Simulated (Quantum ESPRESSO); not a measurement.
# Mo in Quantum ESPRESSO: notebook, part 2 of 3

Quantum ESPRESSO 7.5. Earlier steps stand in the parts before.

### 3 Work function, PBE+D3

pw.in reads:

```
&CONTROL
  calculation = 'scf'
  prefix = 'pwscf'
  outdir = './tmp'
  pseudo_dir = './pseudo'
  tprnfor = .true.
  disk_io = 'low'
/
&SYSTEM
  ibrav = 0
  celldm(1) = 8
  nat = 5
  ntyp = 1
  ecutwfc = 40
  ecutrho = 200
  nbnd = 46
  occupations = 'smearing'
  smearing = 'fd'
  degauss = 0.02204959
  vdw_corr = 'grimme-d3'
  dftd3_version = 3
/
&ELECTRONS
  conv_thr = 5d-09
  electron_maxstep = 150
  mixing_beta = 0.3
  mixing_mode = 'local-TF'
  diago_david_ndim = 4
  tqr = .true.
/
ATOMIC_SPECIES
Mo    95.9500 mo_pbe_v1.uspp.F.UPF
CELL_PARAMETERS alat
  0.6731299717440   0.0000000000000  -0.0000000000000
 -0.3365649858720   0.5829476555790   0.0000000000000
  0.0000000000000   0.0000000000000   5.7416697654692
ATOMIC_POSITIONS crystal
Mo     0.6666666667    0.3333333333    0.3085545345
Mo     0.3333333333    0.6666666667    0.4042772673
Mo     0.0000000000    0.0000000000    0.5000000000
Mo     0.6666666667    0.3333333333    0.5957227327
Mo     0.3333333333    0.6666666667    0.6914454655
K_POINTS automatic
11 11 1 0 0 0
```

pp_density.in reads:

```
&INPUTPP
  prefix = 'pwscf'
  outdir = './tmp'
  filplot = 'density.dat'
  plot_num = 0
/
&PLOT
  nfile = 1
  filepp(1) = 'density.dat'
  iflag = 3
  output_format = 6
  fileout = 'density.cube'
/
```

pp_potential.in reads:

```
&INPUTPP
  prefix = 'pwscf'
  outdir = './tmp'
  filplot = 'potential.dat'
  plot_num = 11
/
&PLOT
  nfile = 1
  filepp(1) = 'potential.dat'
  iflag = 3
  output_format = 6
  fileout = 'potential.cube'
/
```

Potentials or basis: GBRV 1.5 PBE.

Command:

```
$ OMP_NUM_THREADS=1 mpirun -n 2 pw.x -nk 2 -in pw.in > pw.out
$ OMP_NUM_THREADS=1 mpirun -n 1 pp.x -in pp_density.in > pp_density.out
$ OMP_NUM_THREADS=1 mpirun -n 1 pp.x -in pp_potential.in > pp_potential.out
```

pw.out:

```text
This program is part of the open-source Quantum ESPRESSO suite
     for quantum simulation of materials; please cite
         "P. Giannozzi et al., J. Phys.:Condens. Matter 21 395502 (2009);
         "P. Giannozzi et al., J. Phys.:Condens. Matter 29 465901 (2017);
         "P. Giannozzi et al., J. Chem. Phys. 152 154105 (2020);
     in publications or presentations arising from this work. More details at

     Message from routine setup:
     using ibrav=0 with symmetry is DISCOURAGED, use correct ibrav instead

     K-points division:     npool     =       2
     Subspace diagonalization in iterative solution of the eigenvalue problem:
     a serial algorithm will be used

     G-vector sticks info
     --------------------
     sticks:   dense  smooth     PW     G-vecs:    dense   smooth      PW
     Sum         397     313     97                54963    39401    6775

     Using Slab Decomposition

     bravais-lattice index     =            0
     lattice parameter (alat)  =       8.0000  a.u.
     unit-cell volume          =    1153.5506 (a.u.)^3
     number of atoms/cell      =            5
     number of atomic types    =            1
     number of electrons       =        70.00
     number of Kohn-Sham states=           46
     kinetic-energy cutoff     =      40.0000  Ry
     charge density cutoff     =     200.0000  Ry
     scf convergence threshold =      5.0E-09
     mixing beta               =       0.3000
     number of iterations used =            8  local-TF  mixing
     Exchange-correlation= SLA  PW   PBE  PBE
                           (   1   4   3   4   0   0   0)

     celldm(1)=   8.000000  celldm(2)=   0.000000  celldm(3)=   0.000000
     celldm(4)=   0.000000  celldm(5)=   0.000000  celldm(6)=   0.000000

     crystal axes: (cart. coord. in units of alat)
               a(1) = (   0.673130   0.000000  -0.000000 )
               a(2) = (  -0.336565   0.582948   0.000000 )
               a(3) = (   0.000000   0.000000   5.741670 )

     reciprocal axes: (cart. coord. in units 2 pi/alat)
               b(1) = (  1.485597  0.857710 -0.000000 )
               b(2) = ( -0.000000  1.715420  0.000000 )
               b(3) = (  0.000000  0.000000  0.174165 )

     PseudoPot. # 1 for Mo read from file:
     mo_pbe_v1.uspp.F.UPF
     Pseudo is Ultrasoft + core correction, Zval = 14.0
     Generated by new atomic code, or converted to UPF format
     Using radial grid of  889 points,  6 beta functions with:
                l(1) =   0
[... 44 lines left out ...]
                       cart. coord. in units 2pi/alat
        k(    1) = (   0.0000000   0.0000000   0.0000000), wk =   0.0165289
        k(    2) = (   0.0000000   0.1559473   0.0000000), wk =   0.0991736
        k(    3) = (   0.0000000   0.3118945   0.0000000), wk =   0.0991736
        k(    4) = (   0.0000000   0.4678418   0.0000000), wk =   0.0991736
        k(    5) = (   0.0000000   0.6237890   0.0000000), wk =   0.0991736
        k(    6) = (   0.0000000   0.7797363   0.0000000), wk =   0.0991736
[... 8 lines left out ...]
        k(   15) = (   0.4051629   0.7017627   0.0000000), wk =   0.0991736
        k(   16) = (   0.4051629   0.8577099   0.0000000), wk =   0.0991736

     Dense  grid:    54963 G-vectors     FFT dimensions: (  25,  25, 216)

     Smooth grid:    39401 G-vectors     FFT dimensions: (  24,  24, 192)
     Real space treatment of Q(r)

     Check: negative core charge=   -0.000001

     Initializing real-space augmentation for DENSE grid
     Message from routine real_space_q:
     integrated real space q too different from target q
     Largest difference:   0.000367 for atom type # 1

     Initial potential from superposition of free atoms

     starting charge      69.9947, renormalised to      70.0000

     negative rho (up, down):  3.497E-03 0.000E+00
     Starting wfcs are   65 randomized atomic wfcs

     Self-consistent Calculation

     iteration #  1     ecut=    40.00 Ry     beta= 0.30
     Davidson diagonalization with overlap
     ethr =  1.00E-02,  avg # of iterations =  2.0

     negative rho (up, down):  1.459E-03 0.000E+00
[... 148 lines left out ...]
     iteration # 18     ecut=    40.00 Ry     beta= 0.30
     Davidson diagonalization with overlap
     ethr =  7.96E-12,  avg # of iterations =  3.3

     negative rho (up, down):  3.697E-03 0.000E+00

     End of self-consistent calculation

          k = 0.0000 0.0000 0.0000 (  5049 PWs)   bands (ev):

   -53.6541 -53.6343 -53.5718 -53.5295 -53.4647 -28.1831 -28.0052 -27.7086
   -27.3970 -27.1850 -27.1850 -27.1621 -27.1621 -27.1292 -27.1028 -27.1028
   -27.0796 -27.0796 -27.0408 -27.0408   0.7400   1.5351   2.4012   2.6747
     2.7403   5.8660   5.9219   6.2572   6.3413   6.3413   6.5553   6.5553
     6.5576   6.5962   6.5962   6.8496   6.8496   6.8913   6.8913   7.5854
     8.2957   8.8630   8.8630   8.9310   8.9310   9.2259
[... 129 lines left out ...]
   -53.4445 -53.4445 -53.4179 -53.4167 -53.3738 -28.0230 -27.9526 -27.9417
   -27.9146 -27.8714 -27.7688 -27.7664 -27.7009 -27.6600 -27.6096 -27.4850
   -27.4777 -27.3724 -27.3352 -27.3012   3.6260   4.0730   4.0914   4.3082
     4.4393   4.5413   4.7648   5.0037   5.2669   5.6722   5.9703   6.1656
     6.2756   6.4262   6.7038   6.8448   7.8874   8.2234   8.5235   8.7837
     9.5311   9.5381  10.3751  10.4955  10.7108  14.6892

     the Fermi energy is     7.1654 ev

!    total energy              =    -696.58802576 Ry
     estimated scf accuracy    <          2.0E-09 Ry
     smearing contrib. (-TS)   =      -0.15659368 Ry
     internal energy E=F+TS    =    -696.43143208 Ry

     The total energy is F=E-TS. E is the sum of the following terms:
     one-electron contribution =   -5327.92864934 Ry
     hartree contribution      =    2672.41588527 Ry
     xc contribution           =     -96.36926266 Ry
     ewald contribution        =    2055.57747398 Ry
     DFT-D3 Dispersion         =      -0.12687933 Ry

     convergence has been achieved in  18 iterations

     negative rho (up, down):  3.697E-03 0.000E+00

     Forces acting on atoms (cartesian axes, Ry/au):

     atom    1 type  1   force =     0.00000000    0.00000000    0.02131386
     atom    2 type  1   force =     0.00000000   -0.00000000   -0.00968109
     atom    3 type  1   force =     0.00000000    0.00000000    0.00000000
     atom    4 type  1   force =     0.00000000    0.00000000    0.00968109
     atom    5 type  1   force =     0.00000000    0.00000000   -0.02131386

     Total force =     0.033106     Total SCF correction =     0.000126

=------------------------------------------------------------------------------=
   JOB DONE.
=------------------------------------------------------------------------------=
```

pp_potential.out:

```text
This program is part of the open-source Quantum ESPRESSO suite
     for quantum simulation of materials; please cite
         "P. Giannozzi et al., J. Phys.:Condens. Matter 21 395502 (2009);
         "P. Giannozzi et al., J. Phys.:Condens. Matter 29 465901 (2017);
         "P. Giannozzi et al., J. Chem. Phys. 152 154105 (2020);
     in publications or presentations arising from this work. More details at

     IMPORTANT: XC functional enforced from input :
     Exchange-correlation= PBE
                           (   1   4   3   4   0   0   0)
     Any further DFT definition will be discarded
     Please, verify this is what you really want

     G-vector sticks info
     --------------------
     sticks:   dense  smooth     PW     G-vecs:    dense   smooth      PW
     Sum         397     313     97                54963    39401    6775

     Using Slab Decomposition

     Check: negative core charge=   -0.000001

     Initializing real-space augmentation for DENSE grid
     Message from routine real_space_q:
     integrated real space q too different from target q
     Largest difference:   0.000367 for atom type # 1

     negative rho (up, down):  3.697E-03 0.000E+00

     Calling punch_plot, plot_num =  11
     Writing data to file  potential.dat
     Reading data from file  potential.dat

     Writing data to be plotted to file potential.cube
     Plot Type: 3D                     Output format: Gaussian cube

=------------------------------------------------------------------------------=
   JOB DONE.
=------------------------------------------------------------------------------=
```

Run time: 56 s. Hardware: 2 MPI ranks of Arm Neoverse V2, shared host; peak memory 0.38 GiB.

The run converged, but some of its settings lie outside the range that counts as converged (typed here: smearing = fermi-dirac; width = 0.3; diago_david_ndim = 4), so its numbers aren't taken as properties of the slab.

What came out:

| Property | Result |
| --- | --- |
| Free energy | -9477.5629 eV |
| Largest force | 0.548 eV/Å |
| Band gap on the k mesh | none (metal or under the smearing width) |
| Work function of the upper face | 4.77 eV |
| Work function of the lower face | 4.77 eV |

Caveat: real space augmentation costs some meV and hundredths of eV per Å.

### 4 Work function, vdW-DF2

Edit pw.in of step 3 so:

```diff
@@ -13,10 +13,8 @@
   ntyp = 1
-  ecutwfc = 40
-  ecutrho = 200
+  ecutwfc = 80
   nbnd = 46
+  input_dft = 'vdw-df2'
   occupations = 'smearing'
-  smearing = 'fd'
-  degauss = 0.02204959
-  vdw_corr = 'grimme-d3'
-  dftd3_version = 3
+  smearing = 'gaussian'
+  degauss = 0.00367493
 /
@@ -27,7 +25,5 @@
   mixing_mode = 'local-TF'
-  diago_david_ndim = 4
-  tqr = .true.
 /
 ATOMIC_SPECIES
-Mo    95.9500 mo_pbe_v1.uspp.F.UPF
+Mo    95.9500 Mo.upf
 CELL_PARAMETERS alat
```

pp_density.in is that of step 3.

pp_potential.in is that of step 3.

pp_elf.in reads:

```
&INPUTPP
  prefix = 'pwscf'
  outdir = './tmp'
  filplot = 'elf.dat'
  plot_num = 8
/
&PLOT
  nfile = 1
  filepp(1) = 'elf.dat'
  iflag = 3
  output_format = 6
  fileout = 'elf.cube'
/
```

Potentials or basis: PseudoDojo 0.5 SR PBE standard.

Command:

```
$ OMP_NUM_THREADS=1 mpirun -n 2 pw.x -nk 2 -in pw.in > pw.out
$ OMP_NUM_THREADS=1 mpirun -n 1 pp.x -in pp_density.in > pp_density.out
$ OMP_NUM_THREADS=1 mpirun -n 1 pp.x -in pp_potential.in > pp_potential.out
$ OMP_NUM_THREADS=1 mpirun -n 1 pp.x -in pp_elf.in > pp_elf.out
```

pw.out:

```text
This program is part of the open-source Quantum ESPRESSO suite
     for quantum simulation of materials; please cite
         "P. Giannozzi et al., J. Phys.:Condens. Matter 21 395502 (2009);
         "P. Giannozzi et al., J. Phys.:Condens. Matter 29 465901 (2017);
         "P. Giannozzi et al., J. Chem. Phys. 152 154105 (2020);
     in publications or presentations arising from this work. More details at

     IMPORTANT: XC functional enforced from input :
     Exchange-correlation= VDW-DF2
                           (   1   4  13   0   2   0   0)
     Any further DFT definition will be discarded
     Please, verify this is what you really want

     Message from routine setup:
     using ibrav=0 with symmetry is DISCOURAGED, use correct ibrav instead

     K-points division:     npool     =       2
     Subspace diagonalization in iterative solution of the eigenvalue problem:
     a serial algorithm will be used

     G-vector sticks info
     --------------------
     sticks:   dense  smooth     PW     G-vecs:    dense   smooth      PW
[... 408 lines left out ...]
   -28.0479 -28.0083 -27.9228 -27.9045 -27.8369 -27.7870 -27.7438 -27.6301
   -27.6193 -27.5339 -27.5026 -27.4505   3.7151   4.1606   4.1737   4.3844
     4.5269   4.6190   4.8454   5.0648   5.3287   5.7527   6.0317   6.2378
     6.3169   6.4735   6.7815   6.9244   7.8852   8.2188   8.5141   8.7658
     9.4233   9.4285  10.2926  10.3953  10.6169  14.7553

     the Fermi energy is     7.1254 ev

!    total energy              =    -704.85208786 Ry
     estimated scf accuracy    <          5.0E-09 Ry
     smearing contrib. (-TS)   =      -0.00056893 Ry
     internal energy E=F+TS    =    -704.85151892 Ry

     The total energy is F=E-TS. E is the sum of the following terms:
     one-electron contribution =   -5328.75122763 Ry
     hartree contribution      =    2673.69972920 Ry
     xc contribution           =    -105.37749448 Ry
     ewald contribution        =    2055.57747399 Ry

     convergence has been achieved in  19 iterations

     Forces acting on atoms (cartesian axes, Ry/au):

     atom    1 type  1   force =     0.00000000    0.00000000   -0.01834184
     atom    2 type  1   force =    -0.00000000   -0.00000000    0.00455168
     atom    3 type  1   force =     0.00000000    0.00000000    0.00000000
     atom    4 type  1   force =     0.00000000   -0.00000000   -0.00455168
     atom    5 type  1   force =     0.00000000    0.00000000    0.01834184

     Total force =     0.026726     Total SCF correction =     0.000419

=------------------------------------------------------------------------------=
   JOB DONE.
=------------------------------------------------------------------------------=
```

pp_potential.out:

```text
This program is part of the open-source Quantum ESPRESSO suite
     for quantum simulation of materials; please cite
         "P. Giannozzi et al., J. Phys.:Condens. Matter 21 395502 (2009);
         "P. Giannozzi et al., J. Phys.:Condens. Matter 29 465901 (2017);
         "P. Giannozzi et al., J. Chem. Phys. 152 154105 (2020);
     in publications or presentations arising from this work. More details at

[... 47 lines left out ...]
     Writing data to file  potential.dat
     Reading data from file  potential.dat

     Writing data to be plotted to file potential.cube
     Plot Type: 3D                     Output format: Gaussian cube

=------------------------------------------------------------------------------=
   JOB DONE.
=------------------------------------------------------------------------------=
```

It took 5.5 min on 2 MPI ranks of Arm Neoverse V2, shared host; peak memory 0.86 GiB.

What came out:

* Free energy: -9590.0012 eV
* Largest force: 0.472 eV/Å
* Band gap on the k mesh: none (metal or under the smearing width)
* Work function of the upper face: 4.90 eV
* Work function of the lower face: 4.90 eV

Forces in eV/Å, atoms in the order of the input:
```
Mo   0.000  0.000 -0.472
Mo   0.000  0.000  0.117
Mo   0.000  0.000  0.000
Mo   0.000  0.000 -0.117
Mo   0.000  0.000  0.472
```

Levels at points of the mesh, in eV from the Fermi level:
| k point | band 34 | band 35 | band 36 | band 37 | band 38 | band 39 |
| --- | --- | --- | --- | --- | --- | --- |
| (0.00, 0.00, 0.00) | -0.54 | -0.54 | -0.27 | -0.27 | -0.21 | -0.21 |

Caveat: the potentials were made for another functional, which shifts forces and pressure.

[end of part 2 of 3]
